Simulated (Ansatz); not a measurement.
# CuO: the cost of one run

Computed with Ansatz 0.2.0 (DFT PBEsol, scalar-relativistic, plane waves, PAW, unless a step's input says otherwise).

1 further run of the same task is left out (set aside as unsound or not needed).

## (1) The system as given

It takes space group Cccm (No. 66, orthorhombic). The conventional cell has a = 4.085 Å, b = 4.101 Å, c = 5.092 Å, α = 90.00°, β = 90.00°, γ = 90.00°. Around Cu (site symmetry 2/m) lie 4 O at 1.93 Å. O (site symmetry 222) is surrounded by 4 Cu at 1.93 Å.

Structure file:

```xyz
4
Lattice="2.0425 -2.0504 0.0000 2.0425 2.0504 0.0000 0.0000 0.0000 5.0923" Properties=species:S:1:pos:R:3 pbc="T T T"
Cu    1.0213    1.0252    0.0000
Cu    1.0213   -1.0252    2.5461
O     2.0425    0.0000    1.2731
O     2.0425    0.0000    3.8192
```

It goes back to an entry of the Materials Project, which need not be the stable form.

It is the result of an earlier relaxation at this level (volume 10.66 Å³/atom; gap on the mesh: none (metal)).

## (2) The reference cell

Reference values: F = -14296.5683 eV; pressure 0.00 GPa; largest force 0.000 eV/Å; gap on the mesh none (metal). It was computed beforehand with the settings of the runs below.

## (3) The scan: moving one atom along a line

Atom 3 (O) is moved by x along the Cartesian unit vector (-0.530, 0.532, -0.661); the cell and all other atoms stay fixed. Forces below are components along that vector, summed over the moved atoms. In a periodic cell its images move with it.

## (4) Point x = -0.200 Å

File input.yaml:

```yaml
crystal:
  lattice:
    - [2.0425330993, -2.0503581635, 0.0]
    - [2.0425330993, 2.0503581635, 0.0]
    - [0.0, 0.0, 5.0922648207]
  atoms:
    - { symbol: Cu, position: [0.0, 0.5, 0.0] }
    - { symbol: Cu, position: [0.5, 0.0, 0.5] }
    - { symbol: O, position: [0.5518847327, 0.5, 0.2759423664] }
    - { symbol: O, position: [0.5, 0.5, 0.75] }
basis:
  ecutwfc: 420
kpoints:
  mp_grid: { grid: [16, 16, 10] }
hamiltonian:
  xc: pbesol
scf:
  occupations: { method: gaussian, width: 0.15 }
output:
  forces: true
  stress: true
  eigenvalues: true
```

Started as:

```console
$ ansatz run input.yaml --threads 1 --pin off --max-ram 2560MiB --backend cpu --events-out ev --progress --plain --runs-dir out
```

What time and memory should one allow on 1 thread of Arm Neoverse V2, shared host?

About 1.9 min, with a peak of 1.4 GiB.
